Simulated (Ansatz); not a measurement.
TaN films: biaxial stress and wafer bow

Plane-wave DFT in Ansatz, PBEsol, scalar-relativistic PAW potentials, cutoff 420 eV, no spin-orbit coupling; no spin polarisation. TaN in space group P-62m, strained equally along a and b of the conventional cell, with c and the atoms relaxed within the symmetry (a film with c along the normal). Stress is the in-plane mean, tension positive.

| strain (%) | stress (GPa) | E − E(0) (meV/atom) |
| --- | --- | --- |
| -3.0 | -22.60 | 45.4 |
| -2.0 | ? | 19.7 |
| -1.0 | -7.02 | 4.8 |
| +0.0 | 0.00 | 0.0 |
| +1.0 | 6.66 | 4.7 |
| +2.0 | 12.98 | 18.6 |
| +3.0 | 18.95 | 41.3 |

Problem. Fit the stress, get the biaxial modulus and predict the missing row.

Solution. A parabola through the given rows is σ = 0.01 + 6.913 ε -0.2044 ε² GPa (ε in %), so M = dσ/dε = 691 GPa at zero. It predicts -14.63 GPa at -2.0 %; the run gave -14.57 GPa. The miss is 0.06 GPa, so the fit holds. The negative square term means that the film is stiffer in compression than in tension. The energies check it: E/V = Mε² at small strain, and a cubic fit with V = 11.21 Å³/atom gives M = 689 GPa, in agreement.

Problem. How much does a 20 nm film at -0.3 % strain bow a 300 mm Si(001) wafer 775 μm thick?

Solution. The fit, without its small constant, gives σ = -2.09 GPa. Stoney's formula, κ = 6σt_f/(M_s t_s²) with M_s = 180.5 GPa for Si(001) (literature), gives |κ| = 2.31×10⁻³ m⁻¹ and a bow κr²/2 = 26.0 μm at r = 150 mm, with the film side convex (compression pushes the centre up). This assumes a single-crystal or fully textured, unrelaxed film at 0 K.

The cell has no gap in any row, so the stresses hang on mesh and smearing.

Cost: about 19 core-minutes for the runs cited, on Arm Neoverse V2 (shared hosts).

TaN resists in-plane strain very strongly: its biaxial modulus of 691 GPa is several times the 180.5 GPa of the silicon beneath it. The likely origin is covalent Ta 5d-N 2p bonding, reinforced by Ta-Ta d bonding. Metallic conduction does not conflict with this stiffness, since states at the Fermi level can coexist with a deep, well-filled bonding manifold. Free relaxation along c already relieves part of the load, so a cell clamped along the normal would be stiffer still.

The asymmetry is ordinary anharmonicity: short-range repulsion steepens as the bonds are compressed, while their restoring force weakens on stretching. At each strain magnitude, both the stress and the energy cost are larger in compression. At the small strain assumed for the wafer this curvature hardly matters, and the bow is nearly proportional to the mismatch.

The modulus belongs to the hexagonal, stoichiometric phase and shouldn't be carried over to sputtered TaN, which is often rocksalt-type and off-stoichiometric.
